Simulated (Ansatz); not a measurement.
## Mg₂Sn

Level of theory: DFT, PBE, scalar-relativistic, no spin polarisation; plane waves to 420 eV with PAW datasets (Ansatz 0.2.0), 10×10×10 k-mesh, Gaussian smearing of 0.05 eV; PAW files: Ansatz's generated set soft_2.

```xyz
3
Lattice="0.0000 3.4081 3.4081 3.4081 0.0000 3.4081 3.4081 3.4081 0.0000" Properties=species:S:1:pos:R:3 pbc="T T T"
Mg    1.7040    1.7040    1.7040
Mg    5.1121    5.1121    5.1121
Sn    0.0000    0.0000    0.0000
```

The chain of runs began from a cell as deposited in COD, expanded in volume.

Problem. Which orbitals carry the states at the Fermi level, and how many states are there?

Solution. Within 0.1 eV of it: Sn 5p 55 %, Mg 3s 45 % (shares among the projected shells). The density of states at the Fermi level is about 0.19 states/eV per cell, averaged over 0.3 eV.

Density of states (tetrahedra, averaged over 0.3 eV; states/eV per cell of 3 atoms; energy in eV from the Fermi level; projections on Löwdin-orthogonalised atomic orbitals, summed over sites):

```csv
E,total,Sn 5p,Mg 3s,Sn 5s
-4.90,0.00,0.00,0.00,0.00
-4.60,0.29,0.19,0.10,0.00
-4.30,1.35,0.84,0.45,0.04
-4.00,2.33,1.46,0.71,0.12
-3.70,0.99,0.63,0.23,0.11
-3.40,1.18,0.76,0.29,0.10
-3.10,1.18,0.78,0.29,0.09
-2.80,1.15,0.77,0.26,0.08
-2.50,1.21,0.86,0.23,0.07
-2.20,1.55,1.20,0.19,0.06
-1.90,1.96,1.61,0.16,0.05
-1.60,1.79,1.50,0.12,0.04
-1.30,1.65,1.40,0.08,0.03
-1.00,1.54,1.35,0.05,0.02
-0.70,1.06,0.95,0.02,0.01
-0.40,0.56,0.50,0.01,0.01
-0.10,0.24,0.20,0.03,0.00
0.20,0.27,0.02,0.19,0.00
0.50,0.64,0.05,0.30,0.01
0.80,0.98,0.09,0.43,0.03
1.10,1.60,0.17,0.67,0.09
1.40,2.08,0.25,0.82,0.12
1.70,1.76,0.21,0.57,0.10
2.00,1.17,0.12,0.23,0.03
2.30,2.73,0.28,0.49,0.09
2.60,1.81,0.19,0.32,0.03
2.90,2.09,0.21,0.29,0.04
3.20,1.72,0.19,0.28,0.04
3.50,1.67,0.18,0.26,0.03
3.80,1.58,0.16,0.22,0.02
4.10,1.87,0.16,0.23,0.03
4.40,2.03,0.17,0.23,0.02
4.70,1.88,0.15,0.22,0.02
5.00,1.87,0.13,0.20,0.02
```
